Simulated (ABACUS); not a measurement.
# Cu (P6_3/mmc) in ABACUS: convergence with smearing sigma

Aim: find how far smearing sigma must go before the results for Cu settle, at PBE. This setting moves, with any that are tied to it; all else stays.

Everything below comes from runs of ABACUS 3.10.1. Logs are shortened: lines on timing, memory, paths and dates and some standing lists are left out, and cuts for length are marked.

### 1 The structure

It takes space group P6_3/mmc (No. 194, hexagonal). Conventional cell: a = 2.534 Å, b = 2.534 Å, c = 4.113 Å, α = 90.00°, β = 90.00°, γ = 120.00°. Cu (site symmetry -6m2) is surrounded by 12 Cu at 2.52 to 2.53 Å.

This isn't the form of Cu at room conditions, which is fcc.

### 2 With smearing sigma 0.02 Ry

INPUT

```
INPUT_PARAMETERS
suffix              Cu
calculation         scf
basis_type          pw
pseudo_dir          ./
symmetry            1
dft_functional      pbe
ecutwfc             92
pseudo_rcut         10
nspin               1
nbands              23
ks_solver           dav
smearing_method     mp
smearing_sigma      0.02
scf_thr             1e-08
scf_nmax            100
mixing_type         broyden
mixing_beta         0.7
cal_force           1
cal_stress          1
kpar                4
```

STRU

```
ATOMIC_SPECIES
Cu 63.5460 Cu_ONCV_PBE-1.2.upf

LATTICE_CONSTANT
1.8897261246

LATTICE_VECTORS
2.5340966698 0.0000000000 0.0000000000
-1.2670483349 2.1945920917 0.0000000000
0.0000000000 0.0000000000 4.1125710000

ATOMIC_POSITIONS
Direct

Cu
0.0
2
0.6666666667 0.3333333333 0.7500000000 1 1 1
0.3333333333 0.6666666667 0.2500000000 1 1 1
```

KPT

```
K_POINTS
0
Gamma
10 10 6 0 0 0
```

Potentials or basis: SG15 ONCV 1.2 PBE, plane waves.

Started as:

```console
$ OMP_NUM_THREADS=1 mpirun -np 4 abacus > log
```

It took 21 s on 4 MPI ranks of AMD EPYC 7R43 (Zen 3), shared host; peak memory 0.32 GiB.

What came out:

```
Free energy            : -9937.8236 eV
Pressure               : 7.6 GPa
Band gap on the k mesh : none (metal or under the smearing width)
```

### 3 With smearing sigma 0.015 Ry

INPUT, as its differences from that of step 2:

```diff
@@ -13,3 +13,3 @@
 smearing_method     mp
-smearing_sigma      0.02
+smearing_sigma      0.015
 scf_thr             1e-08
```

STRU is that of step 2.

KPT is that of step 2.

Potentials or basis: SG15 ONCV 1.2 PBE, plane waves.

Started as:

```console
$ OMP_NUM_THREADS=1 mpirun -np 4 abacus > log
```

Run time: 21 s. Hardware: 4 MPI ranks of AMD EPYC 7R43 (Zen 3), shared host; peak memory 0.32 GiB.

What came out:

| Quantity | Value |
| --- | --- |
| Free energy | -9937.8229 eV |
| Pressure | 7.6 GPa |
| Band gap on the k mesh | none (metal or under the smearing width) |

### 4 With smearing sigma 0.01 Ry

INPUT, as its differences from that of step 3:

```diff
@@ -13,3 +13,3 @@
 smearing_method     mp
-smearing_sigma      0.015
+smearing_sigma      0.01
 scf_thr             1e-08
```

STRU is that of step 3.

KPT is that of step 3.

Started as:

```console
$ OMP_NUM_THREADS=1 mpirun -np 4 abacus > log
```

Wall time 19 s (4 MPI ranks of AMD EPYC 7R43 (Zen 3), shared host); peak memory 0.32 GiB.

What came out:

```yaml
Free_energy: -9937.8230 eV
Pressure: 7.7 GPa
Band_gap_on_the_k_mesh: none (metal or under the smearing width)
```

### 5 With smearing sigma 0.007 Ry

INPUT, as its differences from that of step 4:

```diff
@@ -13,3 +13,3 @@
 smearing_method     mp
-smearing_sigma      0.01
+smearing_sigma      0.007
 scf_thr             1e-08
```

STRU is that of step 4.

KPT is that of step 4.

Started as:

```console
$ OMP_NUM_THREADS=1 mpirun -np 4 abacus > log
```

It took 17 s on 4 MPI ranks of AMD EPYC 7R43 (Zen 3), shared host; peak memory 0.32 GiB.

What came out:

* Free energy: -9937.8231 eV
* Pressure: 7.5 GPa
* Band gap on the k mesh: none (metal or under the smearing width)

### 6 With smearing sigma 0.005 Ry

INPUT, as its differences from that of step 5:

```diff
@@ -13,3 +13,3 @@
 smearing_method     mp
-smearing_sigma      0.007
+smearing_sigma      0.005
 scf_thr             1e-08
```

STRU is that of step 5.

KPT is that of step 5.

Potentials or basis: SG15 ONCV 1.2 PBE, plane waves.

Started as:

```console
$ OMP_NUM_THREADS=1 mpirun -np 4 abacus > log
```

Wall time 18 s (4 MPI ranks of AMD EPYC 7R43 (Zen 3), shared host); peak memory 0.28 GiB.

The run converged. Its results:

```
Free energy            : -9937.8229 eV
Pressure               : 7.4 GPa
Band gap on the k mesh : none (metal or under the smearing width)
```

### 7 With smearing sigma 0.003 Ry

INPUT, as its differences from that of step 6:

```diff
@@ -13,3 +13,3 @@
 smearing_method     mp
-smearing_sigma      0.005
+smearing_sigma      0.003
 scf_thr             1e-08
```

STRU is that of step 6.

KPT is that of step 6.

Started as:

```console
$ OMP_NUM_THREADS=1 mpirun -np 4 abacus > log
```

It took 21 s on 4 MPI ranks of AMD EPYC 7R43 (Zen 3), shared host; peak memory 0.32 GiB.

Results (log left out):

```
Free energy            : -9937.8226 eV
Pressure               : 7.7 GPa
Band gap on the k mesh : none (metal or under the smearing width)
```

### 8 With smearing sigma 0.002 Ry

INPUT, as its differences from that of step 7:

```diff
@@ -13,3 +13,3 @@
 smearing_method     mp
-smearing_sigma      0.003
+smearing_sigma      0.002
 scf_thr             1e-08
```

STRU is that of step 7.

KPT is that of step 7.

Started as:

```console
$ OMP_NUM_THREADS=1 mpirun -np 4 abacus > log
```

Wall time 23 s (4 MPI ranks of AMD EPYC 7R43 (Zen 3), shared host); peak memory 0.32 GiB.

Results (log left out):

```
Free energy            : -9937.8224 eV
Pressure               : 7.7 GPa
Band gap on the k mesh : none (metal or under the smearing width)
```

### 9 With smearing sigma 0.001 Ry

INPUT, as its differences from that of step 8:

```diff
@@ -13,3 +13,3 @@
 smearing_method     mp
-smearing_sigma      0.002
+smearing_sigma      0.001
 scf_thr             1e-08
```

STRU is that of step 8.

KPT is that of step 8.

Potentials or basis: SG15 ONCV 1.2 PBE, plane waves.

Started as:

```console
$ OMP_NUM_THREADS=1 mpirun -np 4 abacus > log
```

running log:

```text
ABACUS v3.10.1

               Atomic-orbital Based Ab-initio Computation at UStc

 ------------------------------------------------------------------------------------

 READING GENERAL INFORMATION
                           global_out_dir = OUT.Cu/
                           global_in_card = INPUT
                               pseudo_dir = ./
                              orbital_dir =
                                    DSIZE = 4
                                    GSIZE = 1

 READING UNITCELL INFORMATION
                                    ntype = 1
                  lattice constant (Bohr) = 1.88973
              lattice constant (Angstrom) = 1

 READING ATOM TYPE 1
                               atom label = Cu
                      L=0, number of zeta = 1
                      L=1, number of zeta = 1
                      L=2, number of zeta = 1
             number of atom for this type = 2

                        TOTAL ATOM NUMBER = 2
DIRECT COORDINATES
    atom                   x                   y                   z     mag                  vx                  vy                  vz
taud_Cu1            0.6666666667        0.3333333333        0.7500000000  0.0000        0.0000000000        0.0000000000        0.0000000000
taud_Cu2            0.3333333333        0.6666666667        0.2500000000  0.0000        0.0000000000        0.0000000000        0.0000000000

                          Volume (Bohr^3) = 154.343
                             Volume (A^3) = 22.8712

 Lattice vectors: (Cartesian coordinate: in unit of a_0)
              +2.5341                  +0                  +0
             -1.26705            +2.19459                  +0
[... 217 lines left out ...]
----------------------------------------------------------
 E_KohnSham     -730.4120128357      -9937.7652622145
 E_Harris       -728.1063948439      -9906.3957201151
 E_Fermi        1.3312803874         18.1129989038
----------------------------------------------------------
[... 63 lines left out ...]
 Density error is 1.86521820251e-09
                          Error Threshold = 6.99943527831e-11
----------------------------------------------------------
     Energy           Rydberg                 eV
----------------------------------------------------------
 E_KohnSham     -730.4162072556      -9937.8223302246
 E_KS(sigma->0) -730.4162064656      -9937.8223194768
 E_Harris       -730.4156850351      -9937.8152250501
 E_band         -48.7847960597       -663.7512021797
 E_one_elec     -383.9676391230      -5224.1477396804
 E_Hartree      213.1084563384       2899.4892981862
 E_xc           -69.7740150760       -949.3241773718
 E_Ewald        -489.7830070251      -6663.8396791153
 E_entropy(-TS) -0.0000023698        -0.0000322432
 E_descf        0.0000000000         0.0000000000
 E_exx          0.0000000000         0.0000000000
 E_Fermi        1.3417924875         18.2560233632
----------------------------------------------------------

 charge density convergence is achieved
 final etot is -9937.8223302 eV
 EFERMI = 18.256023363 eV

 STATE ENERGY(eV) AND OCCUPATIONS    NSPIN == 1
 1/14 kpoint (Cartesian) = 0.0000 0.0000 0.0000 (2297 pws)
       1       -94.3677     0.00333333
       2       -94.3510     0.00333333
       3       -51.7914     0.00333333
       4       -51.6916     0.00333333
       5       -51.6916     0.00333333
       6       -51.6727     0.00333333
[... 140 lines left out ...]
      22        26.6946   -2.42129e-87
      23        29.2240   -3.14705e-87

[... levels at 8 further k points ...]

------------------------------------------------------------------------------------------
 TOTAL-FORCE (eV/Angstrom)
------------------------------------------------------------------------------------------
                       Cu1         0.0000000000         0.0000000000         0.0000000000
                       Cu2         0.0000000000         0.0000000000         0.0000000000
------------------------------------------------------------------------------------------

----------------------------------------------------------------
 TOTAL-STRESS (KBAR)
----------------------------------------------------------------
        74.6962452111         0.0000000000         0.0000000000
        -0.0000000000        74.6962452106        -0.0000000000
         0.0000000000         0.0000000000        81.5076558877
----------------------------------------------------------------
 TOTAL-PRESSURE: 76.966715 KBAR

 --------------------------------------------
 !FINAL_ETOT_IS -9937.8223302245551167 eV
 --------------------------------------------
```

It took 22 s on 4 MPI ranks of AMD EPYC 7R43 (Zen 3), shared host; peak memory 0.28 GiB.

What came out:

| Item | Value |
| --- | --- |
| Free energy | -9937.8223 eV |
| Pressure | 7.7 GPa |
| Band gap on the k mesh | none (metal or under the smearing width) |

### 10 Summary

```csv
smearing sigma,"energy less the tightest run, at zero smearing (meV/atom)",pressure (GPa),SCF cycles,CPU time (s)
0.02 Ry,0.17,7.62,8,79
0.015 Ry,-0.15,7.61,8,78
0.01 Ry,-0.49,7.68,7,72
0.007 Ry,-0.34,7.45,6,65
0.005 Ry,-0.15,7.43,6,66
0.003 Ry,-0.05,7.68,7,81
0.002 Ry,-0.01,7.66,7,86
0.001 Ry,0.00,7.70,7,82
```

Against the tightest run, the energy stays within 1 meV/atom from 0.02 Ry on; the pressure stays within 0.1 GPa from 0.003 Ry on. Narrower smearing needs a denser k mesh, so at a fixed mesh the narrowest width isn't the most accurate. The tightest run that finished is the yardstick and may itself not be fully converged.
